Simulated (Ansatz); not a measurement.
Runs of Ansatz 0.2.0 on Rh. It takes space group Fm-3m (No. 225, cubic). Conventional cell: a = 3.796 Å, b = 3.796 Å, c = 3.796 Å, α = 90.00°, β = 90.00°, γ = 90.00°. Rh (site symmetry m-3m) is surrounded by 12 Rh at 2.68 Å. 

```csv
task,level,spin,cell,points for each segment of the path,gap on the mesh (eV),pressure (GPa),relaxed volume (Å³/atom)
relaxation of cell and atoms,PBEsol+D3(BJ),off,relaxed,-,none,0.0,13.17
band structure,PBEsol,off,as given,14,none,-3.7,-
relaxation of cell and atoms,PBEsol+D3(BJ)-ATM,off,relaxed,-,none,0.0,(b)
relaxation of cell and atoms,PBEsol+D4,off,relaxed,-,none,0.0,13.26
band structure,PBEsol,"SOC, no magnetisation",as given,14,none,(a),-
```

Alike in all rows: potentials or basis Ansatz PAW; k mesh 12 × 12 × 12; cutoff (eV) 420; smearing fermi-dirac 0.05 eV.

Problem. Fill in the values left out.

Solution. (a) -3.5; (b) 13.25.

Caveats: the PAW data sets come from PBE, with cores solved anew for the run's functional, which leaves a small shift of forces and pressure; the plane-wave basis is chosen anew once the cell has moved, so the energies of steps on either side of that aren't comparable (some runs); pairwise dispersion overbinds metals, which lowers pressure and volume (some runs).

A k mesh can miss the band edges, and rows without SOC leave out spin-orbit coupling on Rh.

A gap of «none» marks a metal or a gap under the smearing width.
